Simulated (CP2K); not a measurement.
# Si (Fd-3m) in CP2K: further runs

The runs below take Si through single point, relaxation of cell and atoms, with PBE, PBE+D3(BJ).

Everything below comes from runs of CP2K 2026.2. Logs are shortened: lines on timing, memory, paths and dates and some standing lists are left out, and cuts for length are marked.

## 1. Starting point

It takes space group Fd-3m (No. 227, cubic). Conventional cell: a = 5.444 Å, b = 5.444 Å, c = 5.444 Å, α = 90.00°, β = 90.00°, γ = 90.00°. Around Si (site symmetry -43m) lie 4 Si at 2.36 Å.

## 2. Single point, PBE

Contents of si_scf.inp:

```
&GLOBAL
  PROJECT si_scf
  RUN_TYPE ENERGY_FORCE
  PRINT_LEVEL LOW
&END GLOBAL
&FORCE_EVAL
  METHOD QS
  STRESS_TENSOR ANALYTICAL
  &DFT
    BASIS_SET_FILE_NAME BASIS_MOLOPT_UZH
    POTENTIAL_FILE_NAME POTENTIAL_UZH
    &MGRID
      CUTOFF 450
      REL_CUTOFF 60
      NGRIDS 5
    &END MGRID
    &QS
      METHOD GPW
      EPS_DEFAULT 1.0E-10
    &END QS
    &KPOINTS
      SCHEME MONKHORST-PACK 8 8 8
      GAMMA_CENTERED T
      SYMMETRY T
      SYMMETRY_BACKEND SPGLIB
    &END KPOINTS
    &SCF
      SCF_GUESS ATOMIC
      EPS_SCF 1.0E-6
      MAX_SCF 100
      ADDED_MOS 10
      CHOLESKY OFF
      EPS_EIGVAL 1.0E-7
      &DIAGONALIZATION ON
        ALGORITHM STANDARD
      &END DIAGONALIZATION
      &MIXING ON
        METHOD BROYDEN_MIXING
        ALPHA 0.4
        BETA 1.5
        NBUFFER 8
      &END MIXING
      &SMEAR ON
        METHOD GAUSSIAN
        SIGMA [eV] 0.025
      &END SMEAR
    &END SCF
    &XC
      &XC_FUNCTIONAL PBE
      &END XC_FUNCTIONAL
    &END XC
    &PRINT
      &KPOINTS ON
      &END KPOINTS
      &MULLIKEN ON
      &END MULLIKEN
      &MO ON
        ENERGIES T
        OCCUPATION_NUMBERS T
        &EACH
          QS_SCF 0
        &END EACH
        ADD_LAST NUMERIC
      &END MO
      &E_DENSITY_CUBE ON
        STRIDE 1
      &END E_DENSITY_CUBE
      &V_HARTREE_CUBE ON
        STRIDE 1
      &END V_HARTREE_CUBE
      &ELF_CUBE ON
        STRIDE 1
      &END ELF_CUBE
    &END PRINT
  &END DFT
  &SUBSYS
    &CELL
      A 3.8492788627 0.0000000000 0.0000000000
      B 1.9246394314 3.3335732814 0.0000000000
      C 1.9246394314 1.1111910938 3.1429230304
      PERIODIC XYZ
    &END CELL
    &COORD
      Si  3.8492788627 2.2223821876 1.5714615152
      Si  5.7739182941 3.3335732814 2.3571922728
    &END COORD
    &KIND Si
      BASIS_SET TZVP-MOLOPT-PBE-GTH-q4
      POTENTIAL GTH-PBE-q4
    &END KIND
    &PRINT
      &ATOMIC_COORDINATES ON
      &END ATOMIC_COORDINATES
      &CELL ON
      &END CELL
      &SYMMETRY ON
      &END SYMMETRY
    &END PRINT
  &END SUBSYS
  &PRINT
    &FORCES ON
    &END FORCES
    &STRESS_TENSOR ON
    &END STRESS_TENSOR
  &END PRINT
&END FORCE_EVAL
```

Potentials or basis: POTENTIAL_UZH Si GTH-PBE-q4; TZVP-MOLOPT-PBE-GTH basis.

On the command line:

```
OMP_NUM_THREADS=1 cp2k.psmp -i si_scf.inp -o si_scf.out
```

si_scf.out:

```text

 CP2K| version string:                                       CP2K version 2026.2
 CP2K| Input file name                                                si_scf.inp

 GLOBAL| Force Environment number                                              1
 GLOBAL| Basis set file name                                    BASIS_MOLOPT_UZH
 GLOBAL| Potential file name                                       POTENTIAL_UZH
 GLOBAL| MM Potential file name                                     MM_POTENTIAL
 GLOBAL| Coordinate file name                                      __STD_INPUT__
 GLOBAL| Method name                                                        CP2K
 GLOBAL| Project name                                                     si_scf
 GLOBAL| Run type                                                   ENERGY_FORCE
 GLOBAL| FFT library                                                       FFTW3
[... 6 lines left out ...]
 GLOBAL| Total number of message passing processes                             1
 GLOBAL| Number of threads for this process                                    1
 GLOBAL| CPU model name                          Intel(R) Xeon(R) Platinum 8488C

 CELL| Volume [angstrom^3]:                                            40.329527
 CELL| Vector a [angstrom]:       3.849     0.000     0.000   |a| =     3.849279
 CELL| Vector b [angstrom]:       1.925     3.334     0.000   |b| =     3.849279
 CELL| Vector c [angstrom]:       1.925     1.111     3.143   |c| =     3.849279
 CELL| Angle (b,c), alpha [degree]:                                    60.000000
 CELL| Angle (a,c), beta  [degree]:                                    60.000000
 CELL| Angle (a,b), gamma [degree]:                                    60.000000
 CELL| Numerically orthorhombic:                                              NO
 CELL| Periodicity                                                           XYZ

 CELL_REF| Volume [angstrom^3]:                                        40.329527
 CELL_REF| Vector a [angstrom     3.849     0.000     0.000   |a| =     3.849279
 CELL_REF| Vector b [angstrom     1.925     3.334     0.000   |b| =     3.849279
 CELL_REF| Vector c [angstrom     1.925     1.111     3.143   |c| =     3.849279
 CELL_REF| Angle (b,c), alpha [degree]:                                60.000000
 CELL_REF| Angle (a,c), beta  [degree]:                                60.000000
 CELL_REF| Angle (a,b), gamma [degree]:                                60.000000
 CELL_REF| Numerically orthorhombic:                                          NO
 CELL_REF| Periodicity                                                       XYZ
[... 9 lines left out ...]
 TOTAL NUMBERS AND MAXIMUM NUMBERS

  Total number of            - Atomic kinds:                                   1
                             - Atoms:                                          2
                             - Shell sets:                                     2
                             - Shells:                                        14
                             - Primitive Cartesian functions:                  8
                             - Cartesian basis functions:                     36
                             - Spherical basis functions:                     34

  Maximum angular momentum of- Orbital basis functions:                        2
                             - Local part of the GTH pseudopotential:          0
                             - Non-local part of the GTH pseudopotential:      2

 MODULE QUICKSTEP: ATOMIC COORDINATES IN ANGSTROM

   Atom Kind Element         X             Y             Z       Z(eff)     Mass
      1    1 Si   14      3.849279      2.222382      1.571462   4.0000  28.0855
      2    1 Si   14      5.773918      3.333573      2.357192   4.0000  28.0855

 Crystal Symmetry Information
       International Symbol:                                               Fd-3m
       Point Group Symbol:                                                  m-3m
       Schoenflies Symbol:                                                  Oh^7
       Number of Symmetry Operations:                                         48

 SCF PARAMETERS         Density guess:                                    ATOMIC
                        --------------------------------------------------------
                        max_scf:                                             100
[... 7 lines left out ...]
                        --------------------------------------------------------
                        level_shift [a.u.]:                             0.000000
                        added MOs                                        10    0
                        --------------------------------------------------------
[... 21 lines left out ...]
 BRILLOUIN| Number           Weight            X              Y              Z
 BRILLOUIN|     1           0.01562       -0.37500       -0.37500       -0.37500
 BRILLOUIN|     2           0.04688       -0.37500       -0.37500       -0.25000
 BRILLOUIN|     3           0.04688       -0.37500       -0.37500       -0.12500
 BRILLOUIN|     4           0.01172       -0.37500       -0.37500        0.00000
 BRILLOUIN|     5           0.04688       -0.37500       -0.37500        0.12500
 BRILLOUIN|     6           0.02344       -0.37500       -0.37500        0.25000
[... 21 lines left out ...]
 BRILLOUIN|    28           0.00781        0.00000        0.00000        0.50000
 BRILLOUIN|    29           0.00586        0.00000        0.50000        0.50000
 *******************************************************************************

 Extrapolation method: initial_guess

 Number of electrons:                                                          8
 Number of occupied orbitals:                                                  4
 Number of molecular orbitals:                                                14

 Number of orbital functions:                                                 34
 Number of independent orbital functions:                                     34

 SCF WAVEFUNCTION OPTIMIZATION

  Step     Update method      Time    Convergence         Total energy    Change
  ------------------------------------------------------------------------------
     1 NoMix/Diag. 0.40E+00    2.1     0.44730045        -7.9957052546 -8.00E+00
     2 Broy./Diag. 0.40E+00    2.4     0.00945119        -7.8290851551  1.67E-01
     3 Broy./Diag. 0.40E+00    2.3     0.03379990        -7.7587765096  7.03E-02
     4 Broy./Diag. 0.40E+00    2.3     0.00515750        -7.8299452298 -7.12E-02
     5 Broy./Diag. 0.40E+00    2.3     0.00399023        -7.8557846680 -2.58E-02
     6 Broy./Diag. 0.40E+00    2.2     0.00119050        -7.8682948076 -1.25E-02
     7 Broy./Diag. 0.40E+00    2.2     0.00009263        -7.8703309316 -2.04E-03
     8 Broy./Diag. 0.40E+00    2.3     0.00004829        -7.8708023307 -4.71E-04
     9 Broy./Diag. 0.40E+00    2.2     0.00001538        -7.8709547590 -1.52E-04
    10 Broy./Diag. 0.40E+00    2.3     0.00000481        -7.8710070787 -5.23E-05
    11 Broy./Diag. 0.40E+00    2.3     0.00000041        -7.8710123326 -5.25E-06

  *** SCF run converged in    11 steps ***

  Electronic density on regular grids:         -8.0000000000        0.0000000000
  Core density on regular grids:                7.9999999985       -0.0000000015
  Total charge density on r-space grids:       -0.0000000015
  Total charge density g-space grids:          -0.0000000015

  Overlap energy of the core charge distribution:               0.00000000001169
  Self energy of the core charge distribution:                -20.51679512182016
  Core Hamiltonian energy:                                      4.32774859495063
  Hartree energy:                                              10.72785621482115
  Exchange-correlation energy:                                 -2.40982202057258
  Smearing free energy correction:                             -0.00000000000000
  Fermi energy:                                                 0.19916954726736

  Total energy:                                                -7.87101233260927
  Total energy (extrapolated to sigma->0):                     -7.87101233260927

 MO| EIGENVALUES AND OCCUPATION NUMBERS FOR K POINT 1
 MO|
 MO|  Index      Eigenvalue [a.u.]        Eigenvalue [eV]             Occupation
 MO|      1              -0.184948              -5.032687               2.000000
 MO|      2              -0.026991              -0.734462               2.000000
 MO|      3               0.151447               4.121090               2.000000
 MO|      4               0.151447               4.121093               2.000000
 MO|      5               0.252760               6.877942               0.000000
 MO|      6               0.327134               8.901763               0.000000
 MO|      7               0.327134               8.901771               0.000000
 MO|      8               0.520742              14.170107               0.000000
 MO|      9               0.566016              15.402077               0.000000
 MO|     10               0.566016              15.402081               0.000000
 MO|     11               0.582705              15.856196               0.000000
 MO|     12               0.762673              20.753377               0.000000
 MO|     13               0.762673              20.753388               0.000000
[... 263 lines left out ...]
 MO|      4               0.121148               3.296617               2.000000
 MO|      5               0.303168               8.249633               0.000000
 MO|      6               0.329085               8.954854               0.000000
 MO|      7               0.393089              10.696487               0.000000
 MO|      8               0.420606              11.445277               0.000000
 MO|      9               0.567708              15.448124               0.000000
 MO|     10               0.578212              15.733955               0.000000
 MO|     11               0.705759              19.204666               0.000000
 MO|     12               0.730543              19.879086               0.000000
 MO|     13               0.796927              21.685493               0.000000
 MO|     14               0.848614              23.091958               0.000000
 MO| Sum:                                                               8.000000
 MO| E(Fermi):            0.199170 a.u.          5.419679 eV
 MO| Band gap:            0.182020 a.u.          4.953016 eV

 [... the levels of further k-points ...]

 The electron density is written in Cube    file format to the file:

 si_scf-ELECTRON_DENSITY-1_0.cube

 !-----------------------------------------------------------------------------!
                     Mulliken Population Analysis

 #  Atom  Element  Kind  Atomic population                           Net charge
       1     Si       1          4.000000                             -0.000000
       2     Si       1          4.000000                              0.000000
 # Total charge                              8.000000                 -0.000000

 !-----------------------------------------------------------------------------!

               ----- ELF is computed on the real space grid -----

 ELF is written in Cube    file format to the file:

 si_scf-ELF_S1-1_0.cube

 ENERGY| Total FORCE_EVAL ( QS ) energy [hartree]             -7.871012151447193

 FORCES| Atomic forces [hartree/bohr]
 FORCES|   Atom     x               y               z               |f|
 FORCES|      1 -8.17625829E-09 -9.10633348E-08  3.39129785E-08   9.75165230E-08
 FORCES|      2  8.15594389E-09  9.10515484E-08 -3.39212723E-08   9.75067003E-08
 FORCES| Sum    -2.03144005E-11 -1.17864197E-11 -8.29377568E-12
 FORCES| Total atomic force                                       2.49074542E-11

 STRESS| Analytical stress tensor [bar]
 STRESS|                        x                   y                   z
 STRESS|      x        1.15267415919E+04   1.09995047852E-02  -3.43823728901E-03
 STRESS|      y        1.09995047852E-02   1.15266824785E+04   6.66838112384E-01
 STRESS|      z       -3.43823728901E-03   6.66838112384E-01   1.15266575928E+04
 STRESS| 1/3 Trace                                             1.15266938877E+04
 STRESS| Determinant                                           1.53149039727E+12

 STRESS| Eigenvectors and eigenvalues of the analytical stress tensor [bar]
 STRESS|                        1                   2                   3
 STRESS| Eigenvalues   1.15260029417E+04   1.15267416819E+04   1.15273370395E+04
 STRESS|      x           0.013752178880      0.999863679363      0.009137847989
 STRESS|      y          -0.700453534736      0.003111584561      0.713691224353
 STRESS|      z           0.713565500324     -0.016215447306      0.700400839531
```

Wall time 35 s (1 thread of Intel Xeon Platinum 8488C (Sapphire Rapids), shared host); peak memory 0.33 GiB.

What came out:

| Property | Result |
| --- | --- |
| Free energy | -214.1811 eV |
| Pressure | 1.2 GPa |
| Band gap on the k mesh | 0.72 eV, indirect (least direct gap 2.56 eV) |

Caveat: the basis of atomic orbitals isn't converged, which shifts pressures, moduli and gaps.

## 3. Single point, PBE

si_scf.inp: that of step 2 with these lines changed.

```diff
@@ -14,3 +14,3 @@
       REL_CUTOFF 60
-      NGRIDS 5
+      NGRIDS 4
     &END MGRID
@@ -44,3 +44,3 @@
         METHOD GAUSSIAN
-        SIGMA [eV] 0.025
+        SIGMA [eV] 0.026000000000000002
       &END SMEAR
@@ -48,3 +48,7 @@
     &XC
-      &XC_FUNCTIONAL PBE
+      &XC_FUNCTIONAL
+        &GGA_X_PBE
+        &END GGA_X_PBE
+        &GGA_C_PBE
+        &END GGA_C_PBE
       &END XC_FUNCTIONAL
@@ -64,11 +68,2 @@
       &END MO
-      &E_DENSITY_CUBE ON
-        STRIDE 1
-      &END E_DENSITY_CUBE
-      &V_HARTREE_CUBE ON
-        STRIDE 1
-      &END V_HARTREE_CUBE
-      &ELF_CUBE ON
-        STRIDE 1
-      &END ELF_CUBE
     &END PRINT
@@ -77,5 +72,4 @@
     &CELL
-      A 3.8492788627 0.0000000000 0.0000000000
-      B 1.9246394314 3.3335732814 0.0000000000
-      C 1.9246394314 1.1111910938 3.1429230304
+      ABC 3.8492788627 3.8492788628 3.8492788627
+      ALPHA_BETA_GAMMA 59.9999999993 59.9999999992 59.9999999997
       PERIODIC XYZ
@@ -83,4 +77,5 @@
     &COORD
-      Si  3.8492788627 2.2223821876 1.5714615152
-      Si  5.7739182941 3.3335732814 2.3571922728
+      SCALED
+      Si  0.5000000000 0.5000000000 0.5000000000
+      Si  0.7500000000 0.7500000000 0.7500000000
     &END COORD
```

Potentials or basis: POTENTIAL_UZH Si GTH-PBE-q4; TZVP-MOLOPT-PBE-GTH basis.

On the command line:

```
OMP_NUM_THREADS=1 cp2k.psmp -i si_scf.inp -o si_scf.out
```

It took 33 s on 1 thread of Intel Xeon Platinum 8488C (Sapphire Rapids), shared host; peak memory 0.33 GiB.

It converged, with:

```
Free energy            : -214.1811 eV
Pressure               : 1.2 GPa
Band gap on the k mesh : 0.72 eV, indirect (least direct gap 2.56 eV)
```

Levels at points of the mesh, in eV from the valence-band top:
| k point | band 1 | band 2 | band 3 | band 4 | band 5 | band 6 | band 7 | band 8 |
| --- | --- | --- | --- | --- | --- | --- | --- | --- |
| (0.00, 0.00, 0.00) | -11.92 | 0.00 | 0.00 | 0.00 | 2.56 | 2.56 | 2.56 | 3.26 |
| (0.00, 0.00, 0.50) | -9.61 | -6.96 | -1.20 | -1.20 | 1.54 | 3.63 | 3.63 | 9.13 |
| (0.00, 0.50, 0.50) | -7.81 | -7.81 | -2.83 | -2.83 | 0.92 | 0.92 | 10.08 | 10.08 |

Caveat: the basis of atomic orbitals isn't converged, which shifts pressures, moduli and gaps.

[end of part 1 of 3]
